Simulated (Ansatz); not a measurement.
**Moments in AlNi**

```
CELL_PARAMETERS angstrom
2.88100 0.00000 0.00000
0.00000 2.88100 0.00000
0.00000 0.00000 2.88100
ATOMIC_POSITIONS crystal
Al 0.00000 0.00000 0.00000
Ni 0.50000 0.50000 0.50000
```

Atoms are numbered in the order listed.

The cell is COD entry 9008802, as deposited and not checked against the literature; nothing was relaxed.

Method: Ansatz 0.2.0, DFT, PBE, all-electron LAPW, scalar-relativistic.

Numerical set-up: a Γ-centred 13×13×13 k mesh, Fermi–Dirac smearing of 0.05 eV, basis error target 0.5 meV/atom. PBE unless a row says otherwise.

Energies are extrapolated to zero smearing; site moments are those inside atomic spheres.

The runs: ferromagnetic start; no spin polarisation; spin-orbit coupling on.

**Question.** Does the magnetic start survive?

**Answer.** No. The moments die away in the self-consistent loop, and the run ends non-magnetic.

**Question.** Tabulate energies, moments and gaps of the runs.

**Answer.** 
```
                   run  E − E(first) (meV/atom)  spin moment Ni2 (μB)  cell spin moment (μB)  gap (eV)  P (GPa)
   ferromagnetic start                        0                  0.00                   0.00      none      1.9
  no spin polarisation                        0                     0                      0      none      1.9
spin-orbit coupling on                        –                     –                   0.00      none      1.9
```
